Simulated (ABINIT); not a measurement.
# PbSe (Clausthalite) (Fm-3m) in ABINIT: a series of runs

The runs below take PbSe (Clausthalite) through band structure, equation of state, with PW91, LDA, LDA-Teter, revPBE, HLE16.

Program: ABINIT 10.8.3 (patched build). These are calculated values, not measurements. Logs are shortened: lines on timing, memory, paths and dates and some standing lists are left out, and cuts for length are marked. The log counts tension as positive stress, the text compression.

**Measured values to compare with.**

From a printed reference work, monograph, for a bulk crystal of PbSe: band gap 0.28 eV (direct) at 300 K; band gap 0.15 eV (direct) at 4.2 K.

The results are compared with them further down.

### Step 1. Starting point

The structure is cubic, space group Fm-3m (No. 225). The conventional cell has a = 6.121 Å, b = 6.121 Å, c = 6.121 Å, α = 90.00°, β = 90.00°, γ = 90.00°. Pb (site symmetry m-3m) has 6 Se at 3.06 Å as nearest neighbours. Around Se (site symmetry m-3m) lie 6 Pb at 3.06 Å.

### Step 2. Band structure, PW91

Contents of run.abi:

```
ndtset 2

pp_dirpath "./"
pseudos "Pb.GGA_PBE-JTH.xml, Se.GGA_PBE-JTH.xml"

acell 3*1.0 Angstrom
rprim
     0.0000000000     3.0606500000     3.0606500000
     3.0606500000     0.0000000000     3.0606500000
     3.0606500000     3.0606500000     0.0000000000
ntypat 2
znucl 82 34
natom 2
typat 1 2
xcart
     0.0000000000     0.0000000000     0.0000000000
     3.0606500000     3.0606500000     3.0606500000 Angstrom

ecut 17.0
pawecutdg 34.0

ixc -109134

occopt 3
tsmear 0.00183747

nstep 100

iomode 3
prtwf 0
prteig 0
prtebands 0
enunit 2
prtden1 1

kptopt1 1
ngkpt1 8 8 8
nshiftk1 1
shiftk1 0.0 0.0 0.0
nband1 14
tolvrs1 1.0e-9

iscf2 -2
getden2 1
nband2 18
nbdbuf2 2
tolwfr2 1.0e-12
kptopt2 -9
ndivsm2 5
prteig2 1
prtvol2 -3
kptbounds2
     0.0000000000     0.0000000000     0.0000000000
     0.5000000000     0.0000000000     0.5000000000
     0.5000000000     0.2500000000     0.7500000000
     0.3750000000     0.3750000000     0.7500000000
     0.0000000000     0.0000000000     0.0000000000
     0.5000000000     0.5000000000     0.5000000000
     0.6250000000     0.2500000000     0.6250000000
     0.5000000000     0.2500000000     0.7500000000
     0.5000000000     0.5000000000     0.5000000000
     0.3750000000     0.3750000000     0.7500000000
```

Potentials or basis: JTH PAW PBE v2.0.

Started as:

```sh
> abinit run.abi > log 2>&1
```

run.abo:

```text
.Version 10.8.3 of ABINIT
 DATASET    1 : space group Fm -3 m (#225); Bravais cF (face-center cubic)
================================================================================
 Values of the parameters that define the memory need for DATASET  1.
     intxc =       0    ionmov =       0      iscf =      17    lmnmax =      18
     lnmax =       6     mgfft =      32  mpssoang =       3    mqgrid =    3001
     natom =       2  nloc_mem =       2    nspden =       1   nspinor =       1
    nsppol =       1      nsym =      48    n1xccc =       1    ntypat =       2
    occopt =       3   xclevel =       2
       mpw =        1314          nfft =       32768          nkpt =          29
 PAW method is used; the additional fine FFT grid is defined by:
   mgfftf=        45    nfftf =     91125
================================================================================
================================================================================

 DATASET    2 : space group Fm -3 m (#225); Bravais cF (face-center cubic)
================================================================================
 Values of the parameters that define the memory need for DATASET  2.
     intxc =       0    ionmov =       0      iscf =      -2    lmnmax =      18
     lnmax =       6     mgfft =      32  mpssoang =       3    mqgrid =    3001
     natom =       2  nloc_mem =       2    nspden =       1   nspinor =       1
    nsppol =       1      nsym =      48    n1xccc =       1    ntypat =       2
    occopt =       3   xclevel =       2
       mpw =        1314          nfft =       32768          nkpt =          87
 PAW method is used; the additional fine FFT grid is defined by:
   mgfftf=        45    nfftf =     91125
================================================================================
================================================================================

--------------------------------------------------------------------------------
------------- Echo of variables that govern the present computation ------------
--------------------------------------------------------------------------------
 -outvars: echo values of preprocessed input variables --------
            acell      1.8897261259E+00  1.8897261259E+00  1.8897261259E+00 Bohr
              amu      2.07200000E+02  7.89600000E+01
             ecut      1.70000000E+01 Hartree
           enunit           2
           getden1          0
           getden2          1
             iscf1         17
             iscf2         -2
              ixc     -109134
           jdtset        1    2
           kptopt1          1
           kptopt2         -9
         kptrlatt        8    0    0      0    8    0      0    0    8
          kptrlen1     6.54361171E+01
          kptrlen2     3.00000000E+01
            natom           2
            nband1         14
            nband2         18
           nbdbuf1          0
           nbdbuf2          2
           ndtset           2
           ndivsm1          0
           ndivsm2          5
            ngfft          32      32      32
          ngfftdg          45      45      45
             nkpt1         29
             nkpt2         87
            nstep         100
             nsym          48
           ntypat           2
           occopt           3
        pawecutdg      3.40000000E+01 Hartree
         pawxcdev           0
        prtebands           0
           prteig1          0
           prteig2          1
           prtvol1          0
           prtvol2         -3
            prtwf           0
            rprim      0.0000000000E+00  3.0606500000E+00  3.0606500000E+00
                       3.0606500000E+00  0.0000000000E+00  3.0606500000E+00
                       3.0606500000E+00  3.0606500000E+00  0.0000000000E+00
           shiftk1     0.00000000E+00  0.00000000E+00  0.00000000E+00
           shiftk2     5.00000000E-01  5.00000000E-01  5.00000000E-01
          spgroup         225
           tolvrs1     1.00000000E-09
           tolvrs2     0.00000000E+00
           tolwfr1     0.00000000E+00
           tolwfr2     1.00000000E-12
           tsmear      1.83747000E-03 Hartree
            typat      1  2
           useylm           1
           xangst      0.0000000000E+00  0.0000000000E+00  0.0000000000E+00
                       3.0606500000E+00  3.0606500000E+00  3.0606500000E+00
            xcart      0.0000000000E+00  0.0000000000E+00  0.0000000000E+00
                       5.7837902673E+00  5.7837902673E+00  5.7837902673E+00
             xred      0.0000000000E+00  0.0000000000E+00  0.0000000000E+00
                       5.0000000000E-01  5.0000000000E-01  5.0000000000E-01
            znucl       82.00000   34.00000

================================================================================
[... 8 lines left out ...]
--- !DatasetInfo
iteration_state: {dtset: 1, }
dimensions: {natom: 2, nkpt: 29, mband: 14, nsppol: 1, nspinor: 1, nspden: 1, mpw: 1314, }
cutoff_energies: {ecut:  17.0, pawecutdg:  34.0, }
[... 825 lines left out ...]
 Non-SCF case, kpt   86 (  0.38889  0.38889  0.72222), residuals and eigenvalues=
  4.42E-13  8.77E-13  6.80E-13  3.02E-13  6.56E-13  8.83E-13  2.12E-13  8.78E-13
  4.24E-13  3.45E-13  6.37E-13  4.42E-13  3.67E-13  9.86E-13  7.37E-13  6.96E-13
  1.08E-08  1.49E-04
 -4.8034E-01 -4.7736E-01 -4.7708E-01 -4.7627E-01 -4.7602E-01 -3.0735E-01
 -1.5930E-01 -2.1108E-02  4.5848E-02  5.9466E-02  2.5642E-01  2.7807E-01
  3.3426E-01  3.6832E-01  5.0792E-01  5.0904E-01  5.8946E-01  6.4223E-01
 Non-SCF case, kpt   87 (  0.37500  0.37500  0.75000), residuals and eigenvalues=
  6.67E-13  7.85E-13  9.20E-13  8.32E-13  3.53E-13  8.53E-13  9.87E-13  6.83E-13
  4.00E-13  1.57E-13  2.55E-13  3.94E-13  4.89E-13  6.47E-13  4.43E-13  7.12E-14
  7.21E-07  9.16E-05
 -4.8062E-01 -4.7748E-01 -4.7697E-01 -4.7618E-01 -4.7597E-01 -3.0648E-01
 -1.5564E-01 -2.6496E-02  4.1424E-02  5.3175E-02  2.6564E-01  2.8816E-01
  3.4055E-01  3.5688E-01  5.1639E-01  5.2131E-01  5.9639E-01  6.3288E-01

--- !ResultsGS
iteration_state: {dtset: 2, }
comment   : Summary of ground state results
lattice_vectors:
- [  0.0000000,   5.7837903,   5.7837903, ]
- [  5.7837903,   0.0000000,   5.7837903, ]
- [  5.7837903,   5.7837903,   0.0000000, ]
lattice_lengths: [   8.17951,    8.17951,    8.17951, ]
lattice_angles: [ 60.000,  60.000,  60.000, ] # degrees, (23, 13, 12)
lattice_volume:   3.8696136E+02
convergence: {deltae:  0.000E+00, res2:  0.000E+00, residm:  9.991E-13, diffor:  0.000E+00, }
etotal    :  -7.09021757E+01
entropy   :   0.00000000E+00
fermie    :   1.46220408E-01
cartesian_stress_tensor: null
pressure_GPa: null
xred      :
- [  0.0000E+00,   0.0000E+00,   0.0000E+00, Pb]
- [  5.0000E-01,   5.0000E-01,   5.0000E-01, Se]
cartesian_forces: null
force_length_stats: {min: null, max: null, mean: null, }
...

 Integrated electronic density in atomic spheres:
 ------------------------------------------------
 Atom  Sphere_radius  Integrated_density
    1        2.40264         11.31499338
    2        2.21132          3.91768582

================================================================================

 ----iterations are completed or convergence reached----

 Mean square residual over all n,k,spin=   51.155E-14; max=  99.907E-14
 reduced coordinates (array xred) for    2 atoms
       0.000000000000      0.000000000000      0.000000000000
       0.500000000000      0.500000000000      0.500000000000

 cartesian coordinates (angstrom) at end:
    1      0.00000000000000     0.00000000000000     0.00000000000000
    2      3.06065000000000     3.06065000000000     3.06065000000000
 length scales=  1.889726125908  1.889726125908  1.889726125908 bohr
              =  1.000000000000  1.000000000000  1.000000000000 angstroms
 Eigenvalues (hartree) for nkpt=  87  k points:
 kpt#   1, nband= 18, wtk=  1.00000, kpt=  0.0000  0.0000  0.0000 (reduced coord)
  -0.47739   -0.47739   -0.47739   -0.47714   -0.47714   -0.35873   -0.09241    0.07245
   0.07245    0.07245    0.31380    0.31380    0.31380    0.38303    0.38303    0.38303
   0.44444    0.44880
 kpt#   2, nband= 18, wtk=  1.00000, kpt=  0.0357  0.0000  0.0357 (reduced coord)
  -0.47739   -0.47738   -0.47738   -0.47716   -0.47712   -0.35825   -0.09407    0.07174
   0.07174    0.07539    0.30359    0.31287    0.31287    0.37822    0.38657    0.38657
   0.45069    0.45299
 kpt#   3, nband= 18, wtk=  1.00000, kpt=  0.0714  0.0000  0.0714 (reduced coord)
  -0.47744   -0.47733   -0.47733   -0.47725   -0.47710   -0.35681   -0.09863    0.06964
   0.06964    0.08356    0.27978    0.31082    0.31082    0.36737    0.39640    0.39640
   0.45849    0.46588
 kpt#   4, nband= 18, wtk=  1.00000, kpt=  0.1071  0.0000  0.1071 (reduced coord)
  -0.47748   -0.47740   -0.47724   -0.47724   -0.47706   -0.35443   -0.10506    0.06632
   0.06632    0.09504    0.25195    0.30899    0.30899    0.35479    0.41097    0.41097
   0.46301    0.48087
 kpt#   5, nband= 18, wtk=  1.00000, kpt=  0.1429  0.0000  0.1429 (reduced coord)
[... 316 lines left out ...]
  -0.47959   -0.47738   -0.47713   -0.47647   -0.47607   -0.31089   -0.16789    0.00103
   0.05717    0.07560    0.23082    0.25479    0.31103    0.39556    0.48302    0.50031
   0.58006    0.63781
 kpt#  85, nband= 18, wtk=  1.00000, kpt=  0.4028  0.4028  0.6944 (reduced coord)
  -0.47999   -0.47724   -0.47722   -0.47638   -0.47605   -0.30890   -0.16350   -0.01171
   0.05114    0.06693    0.24466    0.26682    0.32446    0.38142    0.49477    0.50261
   0.58576    0.64288
 kpt#  86, nband= 18, wtk=  1.00000, kpt=  0.3889  0.3889  0.7222 (reduced coord)
  -0.48034   -0.47736   -0.47708   -0.47627   -0.47602   -0.30735   -0.15930   -0.02111
   0.04585    0.05947    0.25642    0.27807    0.33426    0.36832    0.50792    0.50904
   0.58946    0.64223
 kpt#  87, nband= 18, wtk=  1.00000, kpt=  0.3750  0.3750  0.7500 (reduced coord)
  -0.48062   -0.47748   -0.47697   -0.47618   -0.47597   -0.30648   -0.15564   -0.02650
   0.04142    0.05318    0.26564    0.28816    0.34055    0.35688    0.51639    0.52131
   0.59639    0.63288
 Eigenvalues (   eV  ) for nkpt=  87  k points:
 kpt#   1, nband= 18, wtk=  1.00000, kpt=  0.0000  0.0000  0.0000 (reduced coord)
 -12.99057  -12.99057  -12.99057  -12.98360  -12.98360   -9.76157   -2.51452    1.97144
   1.97144    1.97144    8.53887    8.53887    8.53887   10.42283   10.42283   10.42283
  12.09378   12.21246
 kpt#   2, nband= 18, wtk=  1.00000, kpt=  0.0357  0.0000  0.0357 (reduced coord)
 -12.99044  -12.99018  -12.99018  -12.98424  -12.98299   -9.74849   -2.55977    1.95201
   1.95201    2.05156    8.26118    8.51368    8.51368   10.29190   10.51915   10.51915
  12.26387   12.32644
 kpt#   3, nband= 18, wtk=  1.00000, kpt=  0.0714  0.0000  0.0714 (reduced coord)
 -12.99177  -12.98892  -12.98892  -12.98667  -12.98269   -9.70935   -2.68374    1.89510
   1.89510    2.27381    7.61328    8.45796    8.45796    9.99670   10.78646   10.78646
  12.47611   12.67714
 kpt#   4, nband= 18, wtk=  1.00000, kpt=  0.1071  0.0000  0.1071 (reduced coord)
 -12.99288  -12.99078  -12.98636  -12.98636  -12.98156   -9.64440   -2.85885    1.80467
   1.80467    2.58608    6.85596    8.40796    8.40796    9.65439   11.18296   11.18296
  12.59902   13.08525
 kpt#   5, nband= 18, wtk=  1.00000, kpt=  0.1429  0.0000  0.1429 (reduced coord)
[... 317 lines left out ...]
   1.55580    2.05723    6.28100    6.93331    8.46366   10.76362   13.14366   13.61419
  15.78436   17.35567
 kpt#  85, nband= 18, wtk=  1.00000, kpt=  0.4028  0.4028  0.6944 (reduced coord)
 -13.06130  -12.98638  -12.98591  -12.96298  -12.95401   -8.40568   -4.44913   -0.31873
   1.39173    1.82131    6.65761    7.26052    8.82903   10.37884   13.46347   13.67679
  15.93925   17.49374
 kpt#  86, nband= 18, wtk=  1.00000, kpt=  0.3889  0.3889  0.7222 (reduced coord)
 -13.07071  -12.98966  -12.98207  -12.95999  -12.95316   -8.36332   -4.33490   -0.57437
   1.24759    1.61815    6.97762    7.56669    9.09571   10.02243   13.82119   13.85169
  16.03997   17.47593
 kpt#  87, nband= 18, wtk=  1.00000, kpt=  0.3750  0.3750  0.7500 (reduced coord)
 -13.07828  -12.99293  -12.97905  -12.95753  -12.95186   -8.33968   -4.23516   -0.72100
   1.12719    1.44697    7.22830    7.84116    9.26671    9.71107   14.05181   14.18565
  16.22856   17.22164

== END DATASET(S) ==============================================================
================================================================================

 -outvars: echo values of variables after computation  --------
            acell      1.8897261259E+00  1.8897261259E+00  1.8897261259E+00 Bohr
           etotal1    -7.0902175693E+01
            fcart1    -0.0000000000E+00 -0.0000000000E+00 -0.0000000000E+00
                      -0.0000000000E+00 -0.0000000000E+00 -0.0000000000E+00
            rprim      0.0000000000E+00  3.0606500000E+00  3.0606500000E+00
                       3.0606500000E+00  0.0000000000E+00  3.0606500000E+00
                       3.0606500000E+00  3.0606500000E+00  0.0000000000E+00
           strten1    -4.0846330273E-05 -4.0846330273E-05 -4.0846330273E-05
                       0.0000000000E+00  0.0000000000E+00  0.0000000000E+00
           xangst      0.0000000000E+00  0.0000000000E+00  0.0000000000E+00
                       3.0606500000E+00  3.0606500000E+00  3.0606500000E+00
             xred      0.0000000000E+00  0.0000000000E+00  0.0000000000E+00
                       5.0000000000E-01  5.0000000000E-01  5.0000000000E-01
 Calculation completed.
```

It took 67 s on 1 thread of Arm Neoverse V2, shared host; peak memory 0.13 GiB.

Results:

```yaml
Free_energy: -1929.3465 eV
Band_gap_on_the_k_mesh: 0.29 eV, direct
Valence_electrons_inside_the_program's_atomic_spheres: Pb 11.31; Se 3.92
```

Levels at the corners of the path, in eV from the valence-band top:
```tsv
point	band 8	band 9	band 10	band 11	band 12	band 13
Γ	-1.86	-1.86	-1.86	4.71	4.71	4.71
X	-4.96	-3.21	-3.21	3.76	5.60	5.60
W	-4.21	-4.21	-0.78	1.88	4.96	4.96
K	-4.55	-2.71	-2.39	3.40	4.01	5.43
Γ	-1.86	-1.86	-1.86	4.71	4.71	4.71
L	-1.44	-1.44	0.00	0.29	1.69	1.69
U	-4.55	-2.71	-2.39	3.40	4.01	5.43
W	-4.21	-4.21	-0.78	1.88	4.96	4.96
L	-1.44	-1.44	0.00	0.29	1.69	1.69
K	-4.55	-2.71	-2.39	3.40	4.01	5.43
```

Caveat: the cutoff is too short for stress, so the log's stress isn't used; the PAW data sets were made with another functional, which shifts forces and pressure a little; spin-orbit coupling is left out, which as a rule narrows the gap of such compounds by several tenths of an eV.

### Step 3. Equation of state, LDA

Contents of run.abi:

```
# Datasets: one volume each
ndtset 7
getwfk -1
scalecart1 3*0.9795861087
scalecart2 3*0.9864848297
scalecart3 3*0.9932883884
scalecart4 3*1.0000000000
scalecart5 3*1.0066227096
scalecart6 3*1.0131594038
scalecart7 3*1.0196128224

# Pseudopotentials
pp_dirpath "./"
pseudos "Pb.LDA_PW-JTH.xml, Se.LDA_PW-JTH.xml"

# Structure
acell 4.3284127397 4.3284127397 4.3284127397 Angstrom
rprim
     0.0000000000     0.7071067812     0.7071067812
     0.7071067812     0.0000000000     0.7071067812
     0.7071067812     0.7071067812     0.0000000000
ntypat 2
znucl 82 34
natom 2
typat 1 2
xred
     0.0000000000     0.0000000000     0.0000000000
     0.5000000000     0.5000000000     0.5000000000

# Plane-wave basis
ecut 17.0
pawecutdg 34.0

# k points
kptopt 1
ngkpt 8 8 8
nshiftk 1
shiftk 0.0 0.0 0.0

# Exchange and correlation
ixc 7

# Bands and occupations
nband 14
occopt 3
tsmear 0.00183747

# SCF cycle
nstep 100
tolvrs 1.0e-9

# Output
iomode 3
prtwf 1
prtden 0
prteig 0
prtebands 0
enunit 1
```

Potentials or basis: JTH PAW LDA v2.0.

Started as:

```sh
> abinit run.abi > log 2>&1
```

Run time: 81 s. Hardware: 1 thread of Arm Neoverse V2, shared host; peak memory 0.13 GiB.

Results (log left out):

```
Equilibrium volume                      : 27.54 Å³/atom
Bulk modulus                            : 58 GPa
Pressure derivative of the bulk modulus : 4.5 (rough: it moves with the points fitted)
```

Energy against volume, from the lowest point:
| volume (Å³/atom) | energy (meV/atom) |
| --- | --- |
| 26.951 | 2.24 |
| 27.524 | 0.00 |
| 28.097 | 1.67 |
| 28.671 | 7.65 |
| 29.244 | 16.89 |
| 29.818 | 29.09 |
| 30.391 | 44.16 |

Caveat: the cutoff is too short for stress, so the log's stress isn't used; pressures at fixed basis lie under the slope of the energies.

### Step 4. Band structure, LDA-Teter

Contents of run.abi:

```
# Datasets: ground state, then fixed potential
ndtset 2

# Pseudopotentials
pp_dirpath "./"
pseudos "Pb.LDA_PW-JTH_sp.xml, Se.LDA_PW-JTH.xml"

# Structure
acell 3*1.0 Angstrom
rprim
     0.0000000000     3.0606500000     3.0606500000
     3.0606500000     0.0000000000     3.0606500000
     3.0606500000     3.0606500000     0.0000000000
ntypat 2
znucl 82 34
natom 2
typat 1 2
xred
     0.0000000000     0.0000000000     0.0000000000
     0.5000000000     0.5000000000     0.5000000000

# Plane-wave basis
ecut 408.170794 eV
pawecutdg 30.0

# Exchange and correlation
ixc 1

# Bands and occupations
occopt 3
tsmear 0.05 eV

# SCF cycle
nstep 100

# Output
iomode 3
prtwf 0
prteig 0
prtebands 0
enunit 1
prtden1 1

# Dataset 1
kptopt1 1
ngkpt1 8 8 8
nshiftk1 1
shiftk1 0.0 0.0 0.0
nband1 9
tolvrs1 1.0e-9

# Dataset 2: bands along G-X-W-K-G-L-U-W-L-K
iscf2 -2
getden2 1
nband2 13
nbdbuf2 2
tolwfr2 1.0e-12
kptopt2 -9
ndivsm2 8
prteig2 1
kptbounds2
     0.0000000000     0.0000000000     0.0000000000
     0.5000000000     0.0000000000     0.5000000000
     0.5000000000     0.2500000000     0.7500000000
     0.3750000000     0.3750000000     0.7500000000
     0.0000000000     0.0000000000     0.0000000000
     0.5000000000     0.5000000000     0.5000000000
     0.6250000000     0.2500000000     0.6250000000
     0.5000000000     0.2500000000     0.7500000000
     0.5000000000     0.5000000000     0.5000000000
     0.3750000000     0.3750000000     0.7500000000
```

Potentials or basis: JTH PAW LDA v2.0 sp.

Started as:

```sh
> abinit run.abi > log 2>&1
```

Run time: 33 s. Hardware: 1 thread of Arm Neoverse V2, shared host; peak memory 0.11 GiB.

It converged, with:

```
Free energy                                           : -367.0061 eV
Pressure                                              : -2.0 GPa
Band gap on the k mesh                                : 0.20 eV, direct
Band gap along the path                               : 0.20 eV, direct
Valence electrons inside the program's atomic spheres : Pb 2.55; Se 3.90
```

Levels at the corners of the path, in eV from the valence-band top:
```
point  band 1  band 2  band 3  band 4  band 5  band 6  band 7  band 8  band 9  band 10
    Γ  -13.60   -6.43   -1.78   -1.78   -1.78    4.65    4.65    4.65    6.30     6.30
    X  -12.32   -7.50   -4.98   -3.18   -3.18    3.64    5.57    5.57    6.01     9.15
    W  -12.25   -8.12   -4.22   -4.22   -0.74    1.80    4.96    4.96    7.45     7.45
    K  -12.28   -8.14   -4.57   -2.69   -2.40    3.37    3.96    5.43    5.69     9.33
    Γ  -13.60   -6.43   -1.78   -1.78   -1.78    4.65    4.65    4.65    6.30     6.30
    L  -12.52   -8.89   -1.42   -1.42    0.00    0.20    1.63    1.63    8.02     9.37
    U  -12.28   -8.14   -4.57   -2.69   -2.40    3.37    3.96    5.43    5.69     9.33
    W  -12.25   -8.12   -4.22   -4.22   -0.74    1.80    4.96    4.96    7.45     7.45
    L  -12.52   -8.89   -1.42   -1.42    0.00    0.20    1.63    1.63    8.02     9.37
    K  -12.28   -8.14   -4.57   -2.69   -2.40    3.37    3.96    5.43    5.69     9.33
```

Caveat: spin-orbit coupling is left out, which as a rule narrows the gap of such compounds by several tenths of an eV; this set keeps more shells in the core, which shifts pressures and gaps.

[end of part 1 of 2]
